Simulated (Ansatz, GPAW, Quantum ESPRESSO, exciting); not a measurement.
## One calculation of PbS, 7 ways

```
Pb S
1.0
     0.00000    2.96575    2.96575
     2.96575    0.00000    2.96575
     2.96575    2.96575    0.00000
Pb S
1 1
Direct
  0.00000 0.00000 0.00000
  0.50000 0.50000 0.50000
```

Alike in all runs: task band structure; functional PBE; k mesh 8 × 8 × 8; occupations fermi-dirac, width 0.05 eV; no spin polarisation; no spin-orbit coupling. Pressure is positive in compression and, in plane waves, holds the error of the finite cutoff, which Ansatz's Pulay term estimates and takes out. Gaps are the smaller of the mesh's and the band path's.

```tsv
program and potentials	plane-wave cutoff (eV)	notes	band gap (eV)	pressure (GPa)
exciting, all-electron LAPW+lo, shipped species files, valence relativity iora*	-	-	0.36	-
GPAW, GPAW PAW data sets (gpaw-data 1.2.1)	600	-	0.31	1.99
Ansatz, all-electron LAPW, scalar-relativistic	-	-	?	?
Quantum ESPRESSO, PseudoDojo 0.4.1 SR PBE standard	762	-	0.37	2.24
Ansatz, PseudoDojo standard (PBE files)	850	-	0.36	2.12
Ansatz, Ansatz NC with PseudoDojo standard (PBE files)	850	-	0.36	2.24
Ansatz, JTH PAW	1800	-	0.36	2.28
```

Problem. Estimate from the other rows what the run with Ansatz, all-electron LAPW, scalar-relativistic gave.

Solution. Band gap 0.36 eV; pressure 2.23 GPa. The other rows, which needn't bracket it: band gap 0.31 to 0.37; pressure 1.99 to 2.28.
